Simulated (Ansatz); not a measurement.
Crystal: Mo.

```
CELL_PARAMETERS angstrom
-1.58381 1.58381 1.58381
1.58381 -1.58381 1.58381
1.58381 1.58381 -1.58381
ATOMIC_POSITIONS crystal
Mo 0.00000 0.00000 0.00000
```

* Program: Ansatz 0.2.0
* Task: relaxation of cell and atoms
* Functional: revPBE
* Dispersion: D3(BJ)
* Potentials or basis: Ansatz PAW
* Cutoff: 420 eV (not typed: the program's choice for these potentials)
* k mesh: 12 × 12 × 12
* Occupations: fermi-dirac, width 0.05 eV
* Spin: no spin polarisation

At the start: volume 15.89 Å³/atom.

**Question.** How do energy, volume and symmetry change on relaxing?

**Answer.** It ends after 5 steps and the volume is 15.09 Å³/atom (-5.1 %); space group Im-3m (No. 229, to 0.05 Å).

The path:
| step | energy change (eV) | largest force (eV/Å) | volume (Å³) |
| --- | --- | --- | --- |
| 1 | 0.0000 | 0.0000 | 15.89 |
| 2 | -0.0345 | 0.0000 | 15.21 |
| 3 | -0.0354 | 0.0000 | 15.08 |
| 4 | -0.0354 | 0.0000 | 15.09 |
| 5 | -0.0350 | 0.0000 | 15.09 |

Final structure:
```
Mo
1.0
    -1.55665    1.55665    1.55665
     1.55665   -1.55665    1.55665
     1.55665    1.55665   -1.55665
Mo
1
Direct
  0.00000 0.00000 0.00000
```

Caveat: the plane-wave basis is chosen anew once the cell has moved, so the energies of steps on either side of that aren't comparable; pairwise dispersion overbinds metals, which lowers pressure and volume; the PAW data sets come from PBE, with cores solved anew for the run's functional, which leaves a small shift of forces and pressure.
